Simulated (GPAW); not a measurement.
# Work function of 2H-WS2 monolayer at several levels

Aim: the work function of both faces of 2H-WS2 monolayer, and its spread over functionals and bases. Where a layer proves gapped, the work function hangs on where the smearing puts the Fermi level, and the band edges take its place.

Method: GPAW, PAW setups; layer in a repeated cell with vacuum, relaxation of atoms and in-plane cell, in the first sound run; inputs show where later runs differ, in GPAW 26.7.0.

Most raw output is cut from this account.

**1. Set-up**

The cell holds 3 atoms: 2 S and 1 W. Its edges and angles: a = 3.180 Å, b = 3.180 Å, c = 17.476 Å, α = 90.0°, β = 90.0°, γ = 120.0°. Vacuum lies along c.

**2. Relaxing the atoms**

Forces are removed first; all later runs use this geometry.

File run.py:

```python
import json
import numpy as np
from ase import Atoms
from ase.filters import FrechetCellFilter
from ase.optimize import BFGS
from gpaw import GPAW, PW

slab = Atoms(
    ['S', 'W', 'S'],
    positions=[
        [-0.00000, 1.83597, 7.00000],
        [0.00000, 0.00000, 8.73781],
        [-0.00000, 1.83597, 10.47562]],
    cell=[[3.18, 0.0, 0.0], [-1.59, 2.75396, 0.0], [0.0, 0.0, 17.4756]],
    pbc=[True, True, True])

slab.calc = GPAW(mode=PW(600), xc='PBE', kpts={'size': (12, 12, 1), 'gamma': True},
                 occupations={'name': 'fermi-dirac', 'width': 0.05}, nbands='160%',
                 convergence={'density': 1e-05}, maxiter=200,
                 symmetry={'tolerance': 1e-3}, txt='slab.txt')
result = {}
# The in-plane cell is free; stress needs a cell that repeats along all three vectors
path = []
opt = BFGS(FrechetCellFilter(slab, mask=[1, 1, 0, 0, 0, 1]), maxstep=0.2)
opt.attach(lambda: path.append((slab.get_potential_energy(), slab.positions.tolist(), slab.get_forces().tolist())))
result['relaxed'] = bool(opt.run(fmax=0.02, steps=45))
result['path'] = path
result['cell'] = slab.cell.tolist()
print('in-plane lattice', slab.cell.cellpar().round(4)[[0, 1, 5]])
energy = slab.get_potential_energy()
fermi = slab.calc.get_fermi_level()
v = slab.calc.get_electrostatic_potential().mean((0, 1)) - fermi
n = slab.calc.get_pseudo_density().mean((0, 1))
L = slab.cell[2, 2]
z = np.arange(len(v)) * L / len(v)
low, high = slab.positions[:, 2].min(), slab.positions[:, 2].max()
below, above = np.interp([low - 4.8, high + 4.8], z, v)
slopes = [np.interp(x, z, np.gradient(v, z)) for x in (low - 4.8, high + 4.8)]
eps = np.array([[slab.calc.get_eigenvalues(k, s) for k in range(len(slab.calc.get_ibz_k_points()))]
                for s in range(slab.calc.get_number_of_spins())]) - fermi
top, bottom = eps[eps < 0].max(), eps[eps > 0].min()
dipole = slab.get_dipole_moment()[2]
print(f'energy {energy:.4f} eV, Fermi level {fermi:.4f} eV, dipole {dipole:.5f} e A')
print(f'potential 4.8 A off the faces, from the Fermi level: lower {below:.4f} eV, upper {above:.4f} eV')
print(f'slope of the potential there: lower {slopes[0]:.5f}, upper {slopes[1]:.5f} eV/A')
print(f'nearest levels on the mesh: {top:.4f} and {bottom:.4f} eV')
print('magnetic moment', round(slab.get_magnetic_moment(), 3))
result.update(energy=energy, fermi=fermi, dipole=dipole, below=below, above=above, slopes=slopes, edges=[top, bottom],
              z=z.tolist(), v=v.tolist(), n=n.tolist(), positions=slab.positions.tolist(),
              forces=slab.get_forces(apply_constraint=False).tolist(), moments=slab.get_magnetic_moments().tolist())
json.dump(result, open('result.json', 'w'))
```

Launch:

```
OMP_NUM_THREADS=1 OPENBLAS_NUM_THREADS=1 python run.py
```

It took 3.4 min on 1 thread of Arm Neoverse V2, shared host; peak memory 0.33 GiB.

Numbers from this step:

```yaml
dipole_along_the_normal: 2.24e-4 e·Å
levels_nearest_the_fermi_level_on_the_mesh: -0.9235, 0.8929 eV from the Fermi level
```

The electrostatic potential energy of an electron (without an applied field's), less the Fermi level, planar mean by z:

```csv
z (Å),"electrostatic potential energy of an electron (without an applied field's), less the Fermi level, planar mean (eV)"
0,4.80
1,4.80
2,4.80
3,4.80
4,4.80
5,4.74
6,3.50
7,-16.5
8,-8.21
9,-20.4
10,-13.0
11,-0.897
12,4.55
13,4.79
14,4.80
15,4.80
16,4.80
17,4.80
```

Table of pseudo valence density, planar mean by z:

z (Å), pseudo valence density, planar mean (e/Å³) and a bar:
```
        4       0.00 
        5       0.00 
        6       0.07 ##
        7       0.40 ###########
        8       0.53 ##############
        9       1.14 ##############################
       10       0.51 #############
       11       0.26 #######
       12       0.01 
       13       0.00 
       14       0.00
```

The relaxation lowered the energy of the cell by 0.453 eV (energies extrapolated to zero smearing; the optimiser's log prints free energies). The largest force left on a free atom is 0.011 eV/Å.

**3. The slab's potential**

The work function is the vacuum plateau of the electrostatic potential less the Fermi level; a dipole layer lets the two faces have plateaus of their own.

This step: GPAW, PAW setups; slab in vacuum (GPAW 26.7.0).

The cell differs from the one that the last finished run ended in (c 17.476 → 17.144 Å).

run.py: that of step 2 with these lines changed.

```diff
@@ -3,4 +3,2 @@
 from ase import Atoms
-from ase.filters import FrechetCellFilter
-from ase.optimize import BFGS
 from gpaw import GPAW, PW
@@ -10,21 +8,14 @@
     positions=[
-        [-0.00000, 1.83597, 7.00000],
-        [0.00000, 0.00000, 8.73781],
-        [-0.00000, 1.83597, 10.47562]],
-    cell=[[3.18, 0.0, 0.0], [-1.59, 2.75396, 0.0], [0.0, 0.0, 17.4756]],
-    pbc=[True, True, True])
+        [-0.00000, 1.83906, 7.00000],
+        [-0.00000, 0.00000, 8.57214],
+        [-0.00000, 1.83906, 10.14428]],
+    cell=[[3.18534, 0.0, 0.0], [-1.59267, 2.75859, 0.0], [0.0, 0.0, 17.1443]],
+    pbc=[True, True, False])
 
-slab.calc = GPAW(mode=PW(600), xc='PBE', kpts={'size': (12, 12, 1), 'gamma': True},
+slab.calc = GPAW(mode=PW(400), xc='PBE', kpts={'size': (12, 12, 1), 'gamma': True},
                  occupations={'name': 'fermi-dirac', 'width': 0.05}, nbands='160%',
                  convergence={'density': 1e-05}, maxiter=200,
+                 poissonsolver={'dipolelayer': 'xy'},
                  symmetry={'tolerance': 1e-3}, txt='slab.txt')
 result = {}
-# The in-plane cell is free; stress needs a cell that repeats along all three vectors
-path = []
-opt = BFGS(FrechetCellFilter(slab, mask=[1, 1, 0, 0, 0, 1]), maxstep=0.2)
-opt.attach(lambda: path.append((slab.get_potential_energy(), slab.positions.tolist(), slab.get_forces().tolist())))
-result['relaxed'] = bool(opt.run(fmax=0.02, steps=45))
-result['path'] = path
-result['cell'] = slab.cell.tolist()
-print('in-plane lattice', slab.cell.cellpar().round(4)[[0, 1, 5]])
 energy = slab.get_potential_energy()
```

Run time: 18 s. Hardware: 1 thread; peak memory 0.17 GiB.

Numbers from this step:

```yaml
dipole_along_the_normal: -1.89e-4 e·Å
levels_nearest_the_fermi_level_on_the_mesh: -0.9228, 0.8938 eV from the Fermi level
upper_work_function: 4.803 eV
lower_work_function: 4.798 eV
upper_ionisation_energy: 5.725 eV
```

Table of electrostatic potential energy of an electron (without an applied field's), less the Fermi level, planar mean by z:

```csv
z (Å),"electrostatic potential energy of an electron (without an applied field's), less the Fermi level, planar mean (eV)"
0.0,4.80
0.5,4.80
1.0,4.80
1.5,4.80
2.0,4.80
2.5,4.80
3.0,4.80
3.5,4.80
4.0,4.79
4.5,4.78
5.0,4.70
5.5,4.35
6.0,2.63
6.5,-5.16
7.0,-19.3
7.5,-8.48
8.0,-11.4
8.5,-23.9
9.0,-15.4
9.5,-7.23
10.0,-17.7
10.5,-9.67
11.0,1.35
11.5,4.09
12.0,4.66
12.5,4.77
13.0,4.80
13.5,4.80
14.0,4.80
14.5,4.80
15.0,4.80
15.5,4.80
16.0,4.80
16.5,4.80
17.0,4.80
```

Table of pseudo valence density, planar mean by z:

```csv
z (Å),"pseudo valence density, planar mean (e/Å³)"
0.00,0
0.43,0
0.86,0
1.29,0
1.93,0
2.36,2.0e-6
2.79,6.5e-6
3.21,2.2e-5
3.64,7.8e-5
4.07,2.8e-4
4.50,0.00105
4.93,0.00398
5.57,0.0312
6.00,0.117
6.43,0.324
6.86,0.397
7.29,0.510
7.71,0.505
8.14,0.805
8.79,1.25
9.22,0.561
9.64,0.518
10.07,0.421
10.50,0.409
10.93,0.209
11.36,0.0615
12.00,0.00788
12.43,0.00203
12.86,5.4e-4
13.29,1.5e-4
13.72,4.1e-5
14.14,1.2e-5
14.57,3.4e-6
15.00,0
15.64,0
16.07,0
16.50,0
16.93,0
```

The layer is gapped, so the Fermi level lies somewhere inside the gap, set by smearing and numerics, and these work functions are no property of the material; the band edges below the vacuum level are. The potential is flat to 1.0e-4 eV/Å where it is read, so the vacuum is wide enough.

**4. Self-consistent run: xc = "revPBE"**

The same geometry under revPBE, to see how far the functional moves the levels against the vacuum.

run.py: that of step 3 with these lines changed.

```diff
@@ -14,3 +14,3 @@
 
-slab.calc = GPAW(mode=PW(400), xc='PBE', kpts={'size': (12, 12, 1), 'gamma': True},
+slab.calc = GPAW(mode=PW(400), xc='revPBE', kpts={'size': (12, 12, 1), 'gamma': True},
                  occupations={'name': 'fermi-dirac', 'width': 0.05}, nbands='160%',
```

Elapsed: 18 s, on 1 thread; peak memory 0.17 GiB.

This step gave:

```
levels nearest the Fermi level on the mesh : -0.9221, 0.8951 eV from the Fermi level
upper work function                        : 4.703 eV
lower work function                        : 4.699 eV
upper ionisation energy                    : 5.625 eV
```

Electrostatic potential energy of an electron (without an applied field's), less the Fermi level, planar mean against z:

z (Å), electrostatic potential energy of an electron (without an applied field's), less the Fermi level, planar mean (eV) and a bar from the least value:
```
      0.0        4.7 ##############################
      0.5        4.7 ##############################
      1.0        4.7 ##############################
      1.5        4.7 ##############################
      2.0        4.7 ##############################
      2.5        4.7 ##############################
      3.0        4.7 ##############################
      3.5        4.7 ##############################
      4.0        4.7 ##############################
      4.5        4.7 ##############################
      5.0        4.6 ##############################
      5.5        4.3 ##############################
      6.0        2.6 ############################
      6.5       -5.2 ####################
      7.0      -19.4 #####
      7.5       -8.5 ################
      8.0      -11.5 #############
      8.5      -24.0 
      9.0      -15.5 #########
      9.5       -7.3 #################
     10.0      -17.7 #######
     10.5       -9.7 ###############
     11.0        1.3 ##########################
     11.5        4.0 #############################
     12.0        4.6 ##############################
     12.5        4.7 ##############################
     13.0        4.7 ##############################
     13.5        4.7 ##############################
     14.0        4.7 ##############################
     14.5        4.7 ##############################
     15.0        4.7 ##############################
     15.5        4.7 ##############################
     16.0        4.7 ##############################
     16.5        4.7 ##############################
     17.0        4.7 ##############################
```

Pseudo valence density, planar mean against z:

```csv
z (Å),"pseudo valence density, planar mean (e/Å³)"
3,1.2e-5
4,2.4e-4
5,0.00516
6,0.117
7,0.413
8,0.641
9,0.807
10,0.451
11,0.179
12,0.00774
13,3.7e-4
14,2.0e-5
```

Force by atom:

```csv
atom,x (eV/Å),y (eV/Å),z (eV/Å),size
S1,0.000,0.000,-0.170,0.170
W2,0.000,0.000,0.000,0.000
S3,0.000,0.000,0.170,0.170
```

The highest filled level lies 0.922 eV under the Fermi level, so the ionisation energy from the upper face is 4.703 + 0.922 = 5.625 eV, against 5.725 eV in the base run.

**5. Self-consistent run: xc = "vdW-DF2"**

The same geometry under vdW-DF2, to see how far the functional moves the levels against the vacuum (the van der Waals functionals take revPBE setups).

run.py: that of step 4 with these lines changed.

```diff
@@ -14,3 +14,3 @@
 
-slab.calc = GPAW(mode=PW(400), xc='revPBE', kpts={'size': (12, 12, 1), 'gamma': True},
+slab.calc = GPAW(mode=PW(400), xc='vdW-DF2', kpts={'size': (12, 12, 1), 'gamma': True},
                  occupations={'name': 'fermi-dirac', 'width': 0.05}, nbands='160%',
```

The job ended after 26 s (1 thread; peak memory 0.27 GiB).

Numbers from this step:

```yaml
levels_nearest_the_fermi_level_on_the_mesh: -0.9409, 0.9109 eV from the Fermi level
upper_work_function: 5.198 eV
lower_work_function: 5.194 eV
upper_ionisation_energy: 6.139 eV
```

The highest filled level lies 0.941 eV under the Fermi level, so the ionisation energy from the upper face is 5.198 + 0.941 = 6.139 eV, against 5.725 eV in the base run.

**6. OptPBE vdW: xc = "optPBE-vdW"**

The same geometry under optPBE-vdW, to see how far the functional moves the levels against the vacuum (the van der Waals functionals take revPBE setups).

run.py: that of step 5 with these lines changed.

```diff
@@ -14,3 +14,3 @@
 
-slab.calc = GPAW(mode=PW(400), xc='vdW-DF2', kpts={'size': (12, 12, 1), 'gamma': True},
+slab.calc = GPAW(mode=PW(400), xc='optPBE-vdW', kpts={'size': (12, 12, 1), 'gamma': True},
                  occupations={'name': 'fermi-dirac', 'width': 0.05}, nbands='160%',
```

It took 26 s on 1 thread; peak memory 0.27 GiB.

Numbers from this step:

| Quantity | Value |
| --- | --- |
| levels nearest the Fermi level on the mesh | -0.9330, 0.8930 eV from the Fermi level |
| upper work function | 5.052 eV |
| lower work function | 5.048 eV |
| upper ionisation energy | 5.985 eV |

Table of electrostatic potential energy of an electron (without an applied field's), less the Fermi level, planar mean by z:

z (Å), electrostatic potential energy of an electron (without an applied field's), less the Fermi level, planar mean (eV) and a bar from the least value:
```
      0.0        5.0 ##############################
      0.5        5.0 ##############################
      1.0        5.0 ##############################
      1.5        5.0 ##############################
      2.0        5.0 ##############################
      2.5        5.0 ##############################
      3.0        5.0 ##############################
      3.5        5.0 ##############################
      4.0        5.0 ##############################
      4.5        5.0 ##############################
      5.0        4.9 ##############################
      5.5        4.5 #############################
      6.0        2.8 ############################
      6.5       -5.1 ####################
      7.0      -19.3 #####
      7.5       -8.5 ################
      8.0      -11.4 #############
      8.5      -23.9 
      9.0      -15.4 #########
      9.5       -7.2 #################
     10.0      -17.6 ######
     10.5       -9.6 ###############
     11.0        1.5 ##########################
     11.5        4.3 #############################
     12.0        4.9 ##############################
     12.5        5.0 ##############################
     13.0        5.0 ##############################
     13.5        5.0 ##############################
     14.0        5.1 ##############################
     14.5        5.1 ##############################
     15.0        5.1 ##############################
     15.5        5.1 ##############################
     16.0        5.1 ##############################
     16.5        5.1 ##############################
     17.0        5.1 ##############################
```

The highest filled level lies 0.933 eV under the Fermi level, so the ionisation energy from the upper face is 5.052 + 0.933 = 5.985 eV, against 5.725 eV in the base run.

**7. Self-consistent run: xc = "RPBE"**

The same geometry under RPBE, to see how far the functional moves the levels against the vacuum.

run.py: that of step 6 with these lines changed.

```diff
@@ -14,3 +14,3 @@
 
-slab.calc = GPAW(mode=PW(400), xc='optPBE-vdW', kpts={'size': (12, 12, 1), 'gamma': True},
+slab.calc = GPAW(mode=PW(400), xc='RPBE', kpts={'size': (12, 12, 1), 'gamma': True},
                  occupations={'name': 'fermi-dirac', 'width': 0.05}, nbands='160%',
```

The job ended after 18 s (1 thread; peak memory 0.17 GiB).

This step gave:

```
levels nearest the Fermi level on the mesh : -0.9213, 0.8963 eV from the Fermi level
upper work function                        : 4.707 eV
lower work function                        : 4.703 eV
upper ionisation energy                    : 5.628 eV
```

The highest filled level lies 0.921 eV under the Fermi level, so the ionisation energy from the upper face is 4.707 + 0.921 = 5.628 eV, against 5.725 eV in the base run.

**8. Self-consistent run: xc = "LDA"**

The same geometry under LDA, to see how far the functional moves the levels against the vacuum.

run.py: that of step 7 with these lines changed.

```diff
@@ -14,3 +14,3 @@
 
-slab.calc = GPAW(mode=PW(400), xc='RPBE', kpts={'size': (12, 12, 1), 'gamma': True},
+slab.calc = GPAW(mode=PW(400), xc='LDA', kpts={'size': (12, 12, 1), 'gamma': True},
                  occupations={'name': 'fermi-dirac', 'width': 0.05}, nbands='160%',
```

Wall time 17 s (1 thread); peak memory 0.17 GiB.

Numbers from this step:

| Item | Value |
| --- | --- |
| levels nearest the Fermi level on the mesh | -0.9120, 0.8899 eV from the Fermi level |
| upper work function | 5.066 eV |
| lower work function | 5.062 eV |
| upper ionisation energy | 5.978 eV |

The highest filled level lies 0.912 eV under the Fermi level, so the ionisation energy from the upper face is 5.066 + 0.912 = 5.978 eV, against 5.725 eV in the base run.

**9. Real-space grid: mode = "fd"**

A real-space grid is a second complete basis, so it checks the plane-wave result.

run.py: that of step 8 with these lines changed.

```diff
@@ -3,3 +3,3 @@
 from ase import Atoms
-from gpaw import GPAW, PW
+from gpaw import GPAW
 
@@ -14,3 +14,3 @@
 
-slab.calc = GPAW(mode=PW(400), xc='LDA', kpts={'size': (12, 12, 1), 'gamma': True},
+slab.calc = GPAW(mode='fd', h=0.18, xc='PBE', kpts={'size': (12, 12, 1), 'gamma': True},
                  occupations={'name': 'fermi-dirac', 'width': 0.05}, nbands='160%',
```

Run time: 75 s. Hardware: 1 thread; peak memory 0.41 GiB.

Numbers from this step:

```
dipole along the normal                    : -2.09e-4 e·Å
levels nearest the Fermi level on the mesh : -0.9141, 0.9018 eV from the Fermi level
upper work function                        : 4.810 eV
lower work function                        : 4.806 eV
upper ionisation energy                    : 5.724 eV
```

(Continued in part 2 of 2.)

[Logs are printed without paths, hosts, clocks, repeated set-up lines and the standing remarks that a program may print on its own settings, such as how far it seeks lower states.]

[Hosts, paths, dates, database ids (printed as entryN), source tags and the programs' standing remarks are cut or masked in the printed files.]
